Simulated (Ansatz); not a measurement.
## MgS: rattling a relaxed structure

It was relaxed at this level from a Materials Project cell.

Level of theory: DFT PBE, scalar-relativistic, plane waves, PAW in Ansatz. Plane waves to 420 eV, a k mesh through Γ of 6×6×4 on the computed 4-atom cell and Gaussian smearing (0.02 eV); no spin polarisation.

The cell below (4 atoms, space group P6_3mc (No. 186)) is relaxed within its symmetry.

```
Mg S
1.0
     4.05566    0.00000    0.00000
    -2.02783    3.51231    0.00000
     0.00000    0.00000    6.48754
Mg S
2 2
Direct
  0.66667 0.33333 0.49681
  0.33333 0.66667 0.99681
  0.33333 0.66667 0.37819
  0.66667 0.33333 0.87819
```

For the test a repeat of it with 8 atoms (edges 4.06, 6.49, 7.02 Å) was strained at random (σ = 1.5 % a component), the atoms were moved at random (σ = 0.10 Å), and all was relaxed again on a coarse 4×2×2 mesh (in the run’s order of axes) with 0.10 eV smearing, with no symmetry imposed.

Question: What happens?

Answer: It returns, within 1 meV/atom of the unmoved cell on that mesh and with the same symmetry when read at 0.1 Å (P1 at 0.01 Å, so small strains and shifts remain). So it is stable against the distortions that fit this cell and that this random move excites. Modes that don't fit the cell aren't tested.
